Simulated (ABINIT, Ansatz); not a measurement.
Given: the input of a run of ABINIT 10.8.3 (patched build) on SiGe. The cell comes from a database or a generator and needn't be the stable form of this composition.

File run.abi:

```
pp_dirpath "./"
pseudos "Ge.upf, Si.upf"

acell 7.3783436213 7.3783436212 12.1902131594
rprim
     1.0000000000     0.0000000000     0.0000000000
    -0.5000000000     0.8660254038     0.0000000000
     0.0000000000     0.0000000000     1.0000000000
ntypat 2
znucl 32 14
natom 4
typat 1 1 2 2
xred
     0.3333333333     0.6666666667     0.0003920000
     0.6666666667     0.3333333333     0.5003920000
     0.3333333333     0.6666666667     0.3746070000
     0.6666666667     0.3333333333     0.8746070000

ecut 39.0

kptopt 1
ngkpt 8 8 4
nshiftk 1
shiftk 0.0 0.0 0.0

ixc -116133

nband 22
occopt 3
tsmear 0.05 eV

nstep 100
tolvrs 1.0e-10

iomode 3
prtwf 0
prtden 0
prteig 0
prtebands 0
enunit 1
```

Potentials or basis: PseudoDojo NC SR PBEsol v0.4.1 standard.

The run is started by

```console
$ mpirun --bind-to none -np 4 abinit run.abi > log 2>&1
```

**Question.** Translate it to Ansatz 0.2.0. Potentials or basis there: Ansatz PAW, cutoff 420 eV.

**Answer.** As run (cutoffs and basis follow the program's own potentials, and thresholds, step limits or extra output files can differ):

Contents of input.yaml:

```yaml
crystal:
  lattice:
    - [3.9044512986, 0.0, 0.0]
    - [-1.9522256493, 3.3813540124, 0.0]
    - [0.0, 0.0, 6.450783]
  atoms:
    - { symbol: Ge, position: [0.3333333333, 0.6666666667, 0.000392] }
    - { symbol: Ge, position: [0.6666666667, 0.3333333333, 0.500392] }
    - { symbol: Si, position: [0.3333333333, 0.6666666667, 0.374607] }
    - { symbol: Si, position: [0.6666666667, 0.3333333333, 0.874607] }
hamiltonian:
  xc: pbesol
  pseudopotentials: { kind: paw }
kpoints:
  mp_grid: { grid: [8, 8, 4] }
scf:
  occupations: { method: fermi_dirac, width: 0.05 }
output:
  forces: true
  stress: true
  eigenvalues: true
```

Potentials or basis: Ansatz PAW.

Run with:

```sh
$ ansatz run input.yaml --threads 1 --pin off --max-ram 3584MiB --backend cpu --events-out ev --progress --plain --runs-dir out
```

Both were run:

|  | ABINIT | Ansatz |
| --- | --- | --- |
| Pressure | -0.3 GPa | -0.3 GPa |

Ansatz's pressure holds a Pulay term of +0.03 GPa for its cutoff of 420 eV, which the other run lacks.

Ansatz's potentials were made for PBE.

Where Ansatz's input types no cutoff or centring, it takes its own default and a Γ-centred mesh.

Pressure is positive in compression.
